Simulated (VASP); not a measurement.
# Rh: single point with PBEsol

Crystal: Rh.

```
Rh
1.0
     2.68874    0.00000    0.00000
    -1.34437    2.32852    0.00000
     0.00000    0.00000    4.32894
Rh
2
Direct
  0.33333 0.66667 0.25000
  0.66667 0.33333 0.75000
```

This isn't the form of Rh at room conditions, which is fcc.

```json
{
 "Program": "VASP 6.6.1",
 "Task": "single point",
 "Functional": "PBEsol",
 "Potentials or basis": "VASP PAW PBE potentials, release 64 (Rh_pv)",
 "Cutoff": "520 eV",
 "k mesh": "18 × 18 × 10",
 "Occupations": "gaussian, width 0.1 eV",
 "Spin": "no spin polarisation"
}
```

```
Pressure               : 0.0 GPa
Band gap on the k mesh : none (metal or under the smearing width)
```

Levels at points of the mesh, in eV from the Fermi level:
```
           k point  band 12  band 13  band 14  band 15  band 16  band 17  band 18  band 19
(0.00, 0.00, 0.00)    -2.58    -2.58    -2.01    -2.01     0.13     0.13     0.66     8.77
(0.50, 0.00, 0.00)    -2.30    -2.28     0.41     0.66     0.74     3.03     5.15    10.38
(0.00, 0.00, 0.50)    -3.26    -3.26    -3.26    -0.46    -0.46    -0.46    -0.46    14.87
(0.50, 0.00, 0.50)    -1.76    -0.36    -0.36     0.61     0.61     2.63     2.63     9.41
```

Run time: 65 s on 1 thread of Intel(R) Xeon(R) Platinum 8488C (Sapphire Rapids), on a shared host, peak memory 0.21 GiB.

Caveat: the PAW data sets were made with another functional, which shifts forces and pressure a little.
